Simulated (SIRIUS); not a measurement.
**Sb: equation of state with PBEsol**

Crystal: Sb.

```
Sb
1.0
     2.15420    1.24373    3.75800
    -2.15420    1.24373    3.75800
     0.00000   -2.48746    3.75800
Sb
2
Direct
  0.76651 0.76651 0.76651
  0.23349 0.23349 0.23349
```

| Quantity | Value |
| --- | --- |
| Program | SIRIUS 7.12.0 |
| Task | equation of state |
| Functional | PBEsol |
| Potentials or basis | PseudoDojo 0.4.1 PBEsol standard (scalar relativistic) |
| Cutoff | 1102 eV |
| Density cutoff | 4408 eV |
| k mesh | 8 × 8 × 8 |
| Occupations | fermi-dirac, width 0.05 eV |
| Spin | no spin polarisation |

```yaml
Equilibrium_volume: 30.25 Å³/atom
Bulk_modulus_at_fixed_shape_and_positions: 57 GPa
Pressure_derivative_of_the_bulk_modulus: 4.6
```

Energy against volume, from the lowest point:
| volume (Å³/atom) | energy (meV/atom) |
| --- | --- |
| 28.393 | 22.84 |
| 28.998 | 9.96 |
| 29.602 | 2.55 |
| 30.206 | 0.00 |
| 30.810 | 1.82 |
| 31.414 | 7.53 |
| 32.018 | 16.75 |

All runs of the series together: 7.1 min on 4 threads of Intel(R) Xeon(R) Platinum 8488C (Sapphire Rapids), on a shared host.

Caveat: the cell was scaled at fixed shape and fractional positions, which overstates the stiffness of a crystal with free parameters, most of all of layers and chains. Spin-orbit coupling is left out, which matters for the levels of Sb.
